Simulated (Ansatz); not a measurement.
# C (Fd-3m) in Ansatz: further runs

Aim: see how the results for C move with the level of theory and the settings. Levels: SVWN5, PBE. Tasks: band structure, single point, equation of state.

Program: Ansatz 0.2.0. These are calculated values, not measurements. Logs are shortened: lines on timing, memory, paths and dates and some standing lists are left out, and cuts for length are marked.

**What was measured.**

“Equation of state of cubic boron nitride at high pressures and temperatures”, 2007, arxiv:cond-mat/0702656 quotes, for a bulk crystal of C: bulk modulus 442 ± 5 GPa.

How close the calculation comes is told below.

## (1) The structure

It takes space group Fd-3m (No. 227, cubic). Conventional cell: a = 3.567 Å, b = 3.567 Å, c = 3.567 Å, α = 90.00°, β = 90.00°, γ = 90.00°. Around C (site symmetry -43m) lie 4 C at 1.54 Å.

This isn't the form of C at room conditions, which is graphite.

## (2) Band structure, SVWN5

input.yaml

```yaml
crystal:
  lattice:
    - [0.0, 1.78337, 1.78337]
    - [1.78337, 0.0, 1.78337]
    - [1.78337, 1.78337, 0.0]
  atoms:
    - { symbol: C, position: [0.75, 0.75, 0.75] }
    - { symbol: C, position: [0.5, 0.5, 0.5] }
hamiltonian:
  xc: { exchange: slater, correlation: vwn5 }
  pseudopotentials: { kind: paw }
kpoints:
  mp_grid: { grid: [13, 13, 13] }
  band_path:
    path:
      - [[0.0, 0.0, 0.0], [0.5, 0.0, 0.5], [0.5, 0.25, 0.75], [0.375, 0.375, 0.75], [0.0, 0.0, 0.0], [0.5, 0.5, 0.5], [0.625, 0.25, 0.625], [0.5, 0.25, 0.75], [0.5, 0.5, 0.5], [0.375, 0.375, 0.75]]
      - [[0.625, 0.25, 0.625], [0.5, 0.0, 0.5]]
    npoints: 14
scf:
  occupations: { method: fermi_dirac, width: 0.05 }
  n_extra_bands: 6
output:
  forces: true
  stress: true
  eigenvalues: true
  fatbands: false
  write_density: true
  write_potential: true
  elf: true
  volumetric_format: npy
```

Potentials or basis: Ansatz PAW.

Launch:

```
ansatz run input.yaml --threads 2 --pin off --max-ram 5120MiB --backend cpu --events-out ev --progress --plain --runs-dir out
```

The program printed:

```text
Warning: RAYON_NUM_THREADS=2 ignored (pool sized by the plan → 2); use --threads N
scf.n_extra_bands = 6 over 4 filled bands (N_el = 8.0): the run solves 10 bands
Engine: ansatz 0.2.0, x86_64-unknown-linux-gnu
Pseudopotentials: kind: paw
Pseudopotential: C, paw, valence charge 4, recommended cutoff 420 eV (normal), C.paw.azcp
Functional definition: unnamed
  exchange = slater_x
  correlation = vwn5_c
Crystal: 2 atoms, lattice volume = 11.344 Å³
Basis set: ecut = 420 eV, 229 PW (Γ)
Bands: 10, of which v1, the nominal top of the filled ones, is band 4 counted from 1 (3 counted from 0)
Symmetry: 48 space group operations
Space group: Fd-3m (ITA 227), of the structure as read, at distance tolerance 2.2e-5 Å
k-points: 84 of 2197
Non-local potential: C, projectors of the file, l = 0: 2, l = 1: 2, l = 2: 1
PAW form: soft (Blöchl's): semilocal exchange-correlation on the pseudo side does not see the compensation charge
PAW frozen core: C, regenerated for the run's functional, and the local potential with it (the file was generated under x = pbe(κ = 0.804, μ = 0.2195149727645171), c = pbe(β = 0.06672455060314922))
PAW one-centre angular grid: C, 110 points (default); XC on 64 Gauss nodes
Initial density: superposition of atomic densities (neutral atoms: chi_scale 0, normalization atom), corrected by the library's trained network
Initial wavefunctions: pseudopotential atomic-orbital guess
Functional: x = slater, c = vwn5
SCF iter   1: F=—  HF=-486.065619 eV  |F-HF|=—  |Δ(HF+E_count)|=         —  Δρ=7.15e-3  dr2=2.00e-3  ethr=1.77e-3  ⟨swp⟩=4.7  Hψ=4848  notcnv=0  defer=2
preconditioner: auto → none  [insulator: Δε(μ)=4.111 eV  Ē_g=23.004 eV  σ=0.050 eV  W_gap=1.00  n_scr=0 (ndim 8)  ℏωp=31.2 eV  f_vac=0.000  D(μ)=0.00/eV (n_scr^D=0)  ε∞_Penn≈2.8]
SCF iter   2: F=—  HF=-486.065127 eV  |F-HF|=—  |Δ(HF+E_count)|=   4.91e-4  Δρ=3.35e-3  dr2=4.39e-4  ethr=2.49e-5  ⟨swp⟩=1.0  Hψ=1515  notcnv=0  defer=41
SCF iter   3: F=—  HF=-486.065007 eV  |F-HF|=—  |Δ(HF+E_count)|=   1.20e-4  Δρ=1.31e-4  dr2=1.81e-6  ethr=5.49e-6  ⟨swp⟩=1.0  Hψ=683  notcnv=0  defer=41
SCF iter   4: F=—  HF=-486.065007 eV  |F-HF|=—  |Δ(HF+E_count)|=   6.48e-7  Δρ=4.98e-5  dr2=2.30e-7  ethr=2.27e-8  ⟨swp⟩=2.0  Hψ=1016  notcnv=0  defer=41
iter 5 did not close the SCF: its close was put off for the readings that it lacked (scf_convergence_deferred on its scf_iter line)
SCF iter   5: F=-486.065007 eV  HF=-486.065007 eV  |F-HF|=2.72e-9  |Δ(HF+E_count)|=   7.35e-8  Δρ=6.82e-6  dr2=4.32e-9  ethr=2.88e-9  ⟨swp⟩=2.2  Hψ=1002  notcnv=0  defer=41
SCF iter   6: F=-486.065007 eV  HF=-486.065007 eV  |F-HF|=1.46e-11  |Δ(HF+E_count)|=   1.95e-9  Δρ=8.67e-7  dr2=3.36e-11  ethr=5.39e-11  ⟨swp⟩=6.7  Hψ=4379  notcnv=0
SCF 1 converged in 6 iterations: F = -486.065007 eV  dr2 = 3.36e-11
NSCF: frozen V_eff on 142 k-points
SCF converged after 6 iterations
Free energy (F): -486.065007 eV
Harris-Foulkes:  -486.065007 eV  (|F-HF|=1.46e-11)
Internal energy: -486.065007 eV  (E = F + TS)
E sigma→0 (E₀):  -486.065007 eV
Fermi energy:    15.089584 eV
--- Per-component energies (eV) ---
  E_band       = 33.163385
  E_kinetic    = 184.441839
  E_local      = -124.350164  (includes V_loc(G=0)·N_el)
  E_nonlocal   = 55.381050
  E_hartree    = 26.563566
  E_xc         = -96.707329
  E_vxc        = -120.386910  (∫ρ·V_xc dr)
  E_paw        = -183.558307  (= ΣΔE_a)
  E_vpaw       = -15.049546  (= ΣTr[D̂ρ^β])
  E_aug_tail   = 0.000021  (compensation charges beyond the density's cutoff)
  E_ewald      = -347.961363
  E_core_change = 0.125680  (= ΣΔE_core)
  E_smearing   = -0.000000  (= −TS)
  E_closure    = -0.000000  (closes the sum)
  Σ components = -486.065007   (vs F -486.065007, Δ=0.00e0)
--- Forces (eV/Å), atoms counted from 1 ---
  atom   1  C      0.00000000    -0.00000000     0.00000000
  atom   2  C      0.00000000    -0.00000000     0.00000000
  max |Σ_I F_I| component: 7.40e-17 eV/Å
--- Stress (GPa, compression-positive) ---
      -13.372988       0.000000       0.000000
        0.000000     -13.372988      -0.000000
        0.000000       0.000000     -13.372988
  P = ⅓ Tr σ = -13.3730 GPa (-133.730 kbar)
--- Band table (eV; the first three rows and the last of 84) ---
  k-point 0: bands = ["-8.2722", "13.0539", "13.0539", "13.0539", "18.5939", "18.5939", "18.5939", "26.5518", "32.0228", "39.6822"]
  k-point 1: bands = ["-8.1086", "11.9984", "12.7742", "12.7742", "18.9572", "18.9572", "19.2259", "26.6658", "32.2900", "37.5661"]
  k-point 2: bands = ["-7.6192", "9.7507", "12.1451", "12.1451", "19.7784", "19.7784", "20.2719", "26.9957", "32.8859", "35.9712"]
  k-point 83: bands = ["0.4598", "1.9020", "4.3725", "5.3530", "23.0729", "23.2158", "25.1530", "26.3650", "33.1548", "34.8835"]
```

Run time: 4.4 s. Hardware: 2 threads of Intel Xeon at 2.50GHz (Skylake/Cascade Lake), shared host; peak memory 0.28 GiB.

What came out:

```
Free energy             : -486.0650 eV
Pressure                : -13.4 GPa
Band gap on the k mesh  : 4.12 eV, indirect (least direct gap 5.54 eV)
Band gap along the path : 4.10 eV, indirect (least direct gap 5.54 eV)
```

Levels at the corners of the path, in eV from the valence-band top:
| point | band 1 | band 2 | band 3 | band 4 | band 5 | band 6 | band 7 | band 8 |
| --- | --- | --- | --- | --- | --- | --- | --- | --- |
| Γ | -21.33 | 0.00 | 0.00 | 0.00 | 5.54 | 5.54 | 5.54 | 13.50 |
| X | -12.62 | -12.62 | -6.30 | -6.30 | 4.72 | 4.72 | 16.61 | 16.61 |
| W | -11.79 | -11.79 | -8.36 | -8.36 | 10.45 | 10.45 | 12.31 | 12.31 |
| K | -12.78 | -11.60 | -9.37 | -5.37 | 5.62 | 10.65 | 14.22 | 15.50 |
| Γ | -21.33 | 0.00 | 0.00 | 0.00 | 5.54 | 5.54 | 5.54 | 13.50 |
| L | -15.49 | -13.37 | -2.80 | -2.80 | 8.39 | 8.39 | 8.99 | 15.38 |
| U | -12.78 | -11.60 | -9.37 | -5.37 | 5.62 | 10.65 | 14.22 | 15.50 |
| W | -11.79 | -11.79 | -8.36 | -8.36 | 10.45 | 10.45 | 12.31 | 12.31 |
| L | -15.49 | -13.37 | -2.80 | -2.80 | 8.39 | 8.39 | 8.99 | 15.38 |
| K | -12.78 | -11.60 | -9.37 | -5.37 | 5.62 | 10.65 | 14.22 | 15.50 |
| U | -12.78 | -11.60 | -9.37 | -5.37 | 5.62 | 10.65 | 14.22 | 15.50 |
| X | -12.62 | -12.62 | -6.30 | -6.30 | 4.72 | 4.72 | 16.61 | 16.61 |

Caveat: the pressure holds a Pulay correction of +1.3 GPa for the finite cutoff; the PAW data sets come from PBE, with cores solved anew for the run's functional, which leaves a small shift of forces and pressure.

## (3) Single point, PBE, 5.33 Å³/atom (volume scaled by 0.94)

input.yaml

```yaml
crystal:
  lattice:
    - [0.0, 1.7469644787, 1.7469644787]
    - [1.7469644787, 0.0, 1.7469644787]
    - [1.7469644787, 1.7469644787, 0.0]
  atoms:
    - { symbol: C, position: [0.75, 0.75, 0.75] }
    - { symbol: C, position: [0.5, 0.5, 0.5] }
hamiltonian:
  xc: pbe
  pseudopotentials: { kind: paw, core: small }
kpoints:
  mp_grid: { grid: [13, 13, 13] }
scf:
  occupations: { method: fermi_dirac, width: 0.05 }
output:
  forces: true
  stress: true
  eigenvalues: true
```

Potentials or basis: Ansatz PAW.

Launch:

```
ansatz run input.yaml --threads 2 --pin off --max-ram 5120MiB --backend cpu --events-out ev --progress --plain --runs-dir out
```

Run time: 4.1 s. Hardware: 2 threads of Intel Xeon at 2.50GHz (Skylake/Cascade Lake), shared host; peak memory 0.27 GiB.

It converged, with:

| Item | Value |
| --- | --- |
| Free energy | -501.5462 eV |
| Pressure | 32.2 GPa |
| Band gap on the k mesh | 4.29 eV, indirect (least direct gap 5.77 eV) |

Caveat: odd divisions of the mesh miss points on the zone boundary, where band edges often lie, so the gap on the mesh can be too wide; the pressure holds a Pulay correction of +1.0 GPa for the finite cutoff.

## (4) Single point, PBE, 5.44 Å³/atom (volume scaled by 0.96)

Changes to input.yaml since step 3:

```diff
@@ -2,5 +2,5 @@
   lattice:
-    - [0.0, 1.7469644787, 1.7469644787]
-    - [1.7469644787, 0.0, 1.7469644787]
-    - [1.7469644787, 1.7469644787, 0.0]
+    - [0.0, 1.7592674508, 1.7592674508]
+    - [1.7592674508, 0.0, 1.7592674508]
+    - [1.7592674508, 1.7592674508, 0.0]
   atoms:
@@ -19 +19,5 @@
   eigenvalues: true
+  write_density: true
+  write_potential: true
+  elf: true
+  volumetric_format: npy
```

Launch:

```
ansatz run input.yaml --threads 2 --pin off --max-ram 5120MiB --backend cpu --events-out ev --progress --plain --runs-dir out
```

It took 4 s on 2 threads of Intel Xeon at 2.50GHz (Skylake/Cascade Lake), shared host; peak memory 0.28 GiB.

The run converged. Its results:

```yaml
Free_energy: -501.5839 eV
Pressure: 21.1 GPa
Band_gap_on_the_k_mesh: 4.24 eV, indirect (least direct gap 5.71 eV)
```

Caveat: odd divisions of the mesh miss points on the zone boundary, where band edges often lie, so the gap on the mesh can be too wide; the pressure holds a Pulay correction of +1.0 GPa for the finite cutoff.

## (5) Single point, PBE, 5.56 Å³/atom (volume scaled by 0.98)

Changes to input.yaml since step 4:

```diff
@@ -2,5 +2,5 @@
   lattice:
-    - [0.0, 1.7592674508, 1.7592674508]
-    - [1.7592674508, 0.0, 1.7592674508]
-    - [1.7592674508, 1.7592674508, 0.0]
+    - [0.0, 1.7714007132, 1.7714007132]
+    - [1.7714007132, 0.0, 1.7714007132]
+    - [1.7714007132, 1.7714007132, 0.0]
   atoms:
```

Launch:

```
ansatz run input.yaml --threads 2 --pin off --max-ram 5120MiB --backend cpu --events-out ev --progress --plain --runs-dir out
```

Run time: 3.7 s. Hardware: 2 threads of Intel Xeon at 2.50GHz (Skylake/Cascade Lake), shared host; peak memory 0.28 GiB.

It converged, with:

- Free energy: -501.6065 eV
- Pressure: 11.0 GPa
- Band gap on the k mesh: 4.20 eV, indirect (least direct gap 5.65 eV)

Caveat: odd divisions of the mesh miss points on the zone boundary, where band edges often lie, so the gap on the mesh can be too wide; the pressure holds a Pulay correction of +1.0 GPa for the finite cutoff.

## (6) Single point, PBE, 5.67 Å³/atom

input.yaml

```yaml
crystal:
  lattice:
    - [0.0, 1.78337, 1.78337]
    - [1.78337, 0.0, 1.78337]
    - [1.78337, 1.78337, 0.0]
  atoms:
    - { symbol: C, position: [0.75, 0.75, 0.75] }
    - { symbol: C, position: [0.5, 0.5, 0.5] }
hamiltonian:
  xc: pbe
  pseudopotentials: { kind: paw, core: small }
kpoints:
  mp_grid: { grid: [13, 13, 13] }
scf:
  occupations: { method: fermi_dirac, width: 0.05 }
output:
  forces: true
  stress: true
  eigenvalues: true
```

Potentials or basis: Ansatz PAW.

Launch:

```
ansatz run input.yaml --threads 2 --pin off --max-ram 5120MiB --backend cpu --events-out ev --progress --plain --runs-dir out
```

It took 3.3 s on 2 threads of Intel Xeon at 2.50GHz (Skylake/Cascade Lake), shared host; peak memory 0.27 GiB.

It converged, with:

| Item | Value |
| --- | --- |
| Free energy | -501.6155 eV |
| Pressure | 1.8 GPa |
| Band gap on the k mesh | 4.15 eV, indirect (least direct gap 5.59 eV) |

Caveat: odd divisions of the mesh miss points on the zone boundary, where band edges often lie, so the gap on the mesh can be too wide; the pressure holds a Pulay correction of +1.0 GPa for the finite cutoff.

## (7) Single point, PBE, 5.79 Å³/atom (volume scaled by 1.02)

Changes to input.yaml since step 6:

```diff
@@ -2,5 +2,5 @@
   lattice:
-    - [0.0, 1.78337, 1.78337]
-    - [1.78337, 0.0, 1.78337]
-    - [1.78337, 1.78337, 0.0]
+    - [0.0, 1.7951807415, 1.7951807415]
+    - [1.7951807415, 0.0, 1.7951807415]
+    - [1.7951807415, 1.7951807415, 0.0]
   atoms:
@@ -19 +19,5 @@
   eigenvalues: true
+  write_density: true
+  write_potential: true
+  elf: true
+  volumetric_format: npy
```

Launch:

```
ansatz run input.yaml --threads 2 --pin off --max-ram 5120MiB --backend cpu --events-out ev --progress --plain --runs-dir out
```

Run time: 3.4 s. Hardware: 2 threads of Intel Xeon at 2.50GHz (Skylake/Cascade Lake), shared host; peak memory 0.28 GiB.

It converged, with:

- Free energy: -501.6120 eV
- Pressure: -6.6 GPa
- Band gap on the k mesh: 4.11 eV, indirect (least direct gap 5.54 eV)

Caveat: odd divisions of the mesh miss points on the zone boundary, where band edges often lie, so the gap on the mesh can be too wide; the pressure holds a Pulay correction of +1.0 GPa for the finite cutoff.

## (8) Single point, PBE, 5.90 Å³/atom (volume scaled by 1.04)

input.yaml

```yaml
crystal:
  lattice:
    - [0.0, 1.806838086, 1.806838086]
    - [1.806838086, 0.0, 1.806838086]
    - [1.806838086, 1.806838086, 0.0]
  atoms:
    - { symbol: C, position: [0.75, 0.75, 0.75] }
    - { symbol: C, position: [0.5, 0.5, 0.5] }
hamiltonian:
  xc: pbe
  pseudopotentials: { kind: paw, core: small }
kpoints:
  mp_grid: { grid: [13, 13, 13] }
scf:
  occupations: { method: fermi_dirac, width: 0.05 }
output:
  forces: true
  stress: true
  eigenvalues: true
```

Launch:

```
ansatz run input.yaml --threads 2 --pin off --max-ram 5120MiB --backend cpu --events-out ev --progress --plain --runs-dir out
```

It took 3 s on 2 threads of Intel Xeon at 2.50GHz (Skylake/Cascade Lake), shared host; peak memory 0.27 GiB.

Results (log left out):

```
Free energy            : -501.5971 eV
Pressure               : -14.3 GPa
Band gap on the k mesh : 4.07 eV, indirect (least direct gap 5.49 eV)
```

Caveat: odd divisions of the mesh miss points on the zone boundary, where band edges often lie, so the gap on the mesh can be too wide; the pressure holds a Pulay correction of +1.0 GPa for the finite cutoff.

## (9) Single point, PBE, 6.01 Å³/atom (volume scaled by 1.06)

Changes to input.yaml since step 8:

```diff
@@ -2,5 +2,5 @@
   lattice:
-    - [0.0, 1.806838086, 1.806838086]
-    - [1.806838086, 0.0, 1.806838086]
-    - [1.806838086, 1.806838086, 0.0]
+    - [0.0, 1.8183469191, 1.8183469191]
+    - [1.8183469191, 0.0, 1.8183469191]
+    - [1.8183469191, 1.8183469191, 0.0]
   atoms:
```

Potentials or basis: Ansatz PAW.

Launch:

```
ansatz run input.yaml --threads 2 --pin off --max-ram 5120MiB --backend cpu --events-out ev --progress --plain --runs-dir out
```

Wall time 3.1 s (2 threads of Intel Xeon at 2.50GHz (Skylake/Cascade Lake), shared host); peak memory 0.27 GiB.

It converged, with:

```yaml
Free_energy: -501.5719 eV
Pressure: -21.2 GPa
Band_gap_on_the_k_mesh: 4.03 eV, indirect (least direct gap 5.44 eV)
```

Caveat: odd divisions of the mesh miss points on the zone boundary, where band edges often lie, so the gap on the mesh can be too wide; the pressure holds a Pulay correction of +1.0 GPa for the finite cutoff.

## (10) Equation of state, PBE

Potentials or basis: Ansatz PAW small core.

No new run: the results of the series are fitted here.

Results:

```
Equilibrium volume                      : 5.70 Å³/atom
Bulk modulus                            : 433 GPa
Pressure derivative of the bulk modulus : 3.6
```

Energy against volume, from the lowest point:
| volume (Å³/atom) | energy (meV/atom) |
| --- | --- |
| 5.332 | 34.65 |
| 5.445 | 15.80 |
| 5.558 | 4.51 |
| 5.672 | 0.00 |
| 5.785 | 1.76 |
| 5.899 | 9.18 |
| 6.012 | 21.80 |

## (11) Comparison with measurements

Step 10. A measured bulk modulus of C is 442 GPa (quoted in “Equation of state of cubic boron nitride at high pressures and temperatures”, 2007, arxiv:cond-mat/0702656); the calculated 433 GPa misses it by -2.0 %. 3 values of this kind are on record (442 to 444.8 GPa); this one was drawn at random among those near their median, those with a stated uncertainty first. The fit is for a static lattice scaled at fixed shape and fixed fractional positions. The cell as given is a measured one (5.67 Å³/atom); PBE puts the equilibrium volume +0.4 % from it, thermal expansion not counted.
